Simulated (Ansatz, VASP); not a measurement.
## Pt in VASP and in Ansatz

```
Pt
1.0
     2.64293    0.00000    0.00000
     0.00000    2.64293    0.00000
     0.00000    0.00000    2.64293
Pt
1
Direct
  0.00000 0.00000 0.00000
```

The cell was built by a generator and needn't be a form met in nature.

Alike in both runs: functional RPBE; k mesh 12 × 12 × 12; occupations fermi-dirac, width 0.1 eV; no spin polarisation.

Ansatz relaxed the structure, and its values are those at the end. VASP's run is a single point on that final structure, the one shown.

|  | VASP | Ansatz |
| --- | --- | --- |
| version | VASP 6.6.1 | Ansatz 0.2.0 |
| potentials or method | VASP PAW PBE potentials, release 64 (Pt) | plane waves (420 eV) with PAW, scalar-relativistic |
| plane-wave cutoff (eV) | 520 | 420 |
| valence electrons in the cell | 10 | 18 |

|  | VASP | Ansatz | Ansatz less VASP |
| --- | --- | --- | --- |
| pressure (GPa) | -0.4 | 0.0 | +0.45 |

The two sets of potentials don't hold the same shells in valence.

Caveats: the PAW data sets were made with another functional, which shifts forces and pressure a little (VASP). The runs have no spin-orbit coupling, so splittings on Pt are missing.
